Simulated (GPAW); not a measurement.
Runs of GPAW 26.7.0 on CuI (Marshite). The structure is cubic, space group F-43m (No. 216). The conventional cell has a = 6.063 Å, b = 6.063 Å, c = 6.063 Å, α = 90.00°, β = 90.00°, γ = 90.00°. I (site symmetry -43m) is surrounded by 4 Cu at 2.63 Å. Cu (site symmetry -43m) has 4 I at 2.63 Å as nearest neighbours. 

```csv
task,level,potentials or basis,cell,optimizer,fmax,max steps,target pressure,convergence,gap on the mesh (eV),pressure (GPa)
relaxation of cell and atoms,PBEsol,"PAW data sets generated in the run's folder for this functional, pw",relaxed to 10 GPa,BFGS,0.02 eV/Å,60,10 GPa,density=1e-05 forces=0.0001,1.58,10.0
relaxation of cell and atoms,PBEsol,"PAW data sets generated in the run's folder for this functional, pw",relaxed to 30 GPa,BFGS,0.02 eV/Å,60,30 GPa,density=1e-05 forces=0.0001,1.80,30.0
relaxation of cell and atoms,PBEsol,"PAW data sets generated in the run's folder for this functional, pw",relaxed,BFGS,0.02 eV/Å,60,-,density=1e-05 forces=0.0001,(a),0.0
relaxation of cell and atoms,PBEsol,"PAW data sets generated in the run's folder for this functional, pw",relaxed to 2 GPa,BFGS,0.02 eV/Å,60,2 GPa,density=1e-05 forces=0.0001,1.25,1.9
```

Alike in all rows: no spin polarisation; k mesh 8 × 8 × 8; cutoff (eV) 600; smearing fermi-dirac 0.05 eV.

Fill in the values left out.

(a) 1.15.

Caveats: with this Cu data set, volumes or pressures lay over 1.5 % or 2 GPa off other programs in two to four cells of ten; later steps reuse the first step's grids; spin-orbit coupling is left out, which moves the levels of the heavy elements.

A k mesh can miss the band edges, and the runs leave out spin-orbit coupling on I.

Runs at the PBE level aren't shown here.
